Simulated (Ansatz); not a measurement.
Input of an Ansatz 0.2.0 run:

Contents of input.yaml:

```yaml
crystal:
  lattice:
    - [3.8799, 0.0, 0.0]
    - [-1.93995, 3.3600919641, 0.0]
    - [0.0, 0.0, 6.3859]
  atoms:
    - { symbol: Yb, position: [0.6666666667, 0.3333333333, 0.75], spin: 1.0 }
    - { symbol: Yb, position: [0.3333333333, 0.6666666667, 0.25], spin: 1.0 }
hamiltonian:
  xc: pbe
  pseudopotentials: { kind: paw }
magnetization:
  spin_polarized: true
kpoints:
  mp_grid: { grid: [8, 8, 4] }
scf:
  occupations: { method: fermi_dirac, width: 0.05 }
output:
  forces: true
  stress: true
  eigenvalues: true
```

Potentials or basis: Ansatz PAW.

Launch:

```sh
$ ansatz run input.yaml --threads 2 --pin off --max-ram 5120MiB --backend cpu --events-out ev --progress --plain --runs-dir out
```

**Question.** Estimate the pressure.

**Answer.** -2.2 GPa.

**Question.** Estimate the absolute moment.

**Answer.** 0.00 μB per cell.

Stress tensor (GPa, compression positive):
```
-2.19  0.00  0.00
 0.00 -2.19  0.00
 0.00  0.00 -2.11
```

Caveat: spin-orbit coupling is left out, which moves the levels of the heavy elements; the starting moments weren't kept. The state reached can hang on the start; a lower one may exist.
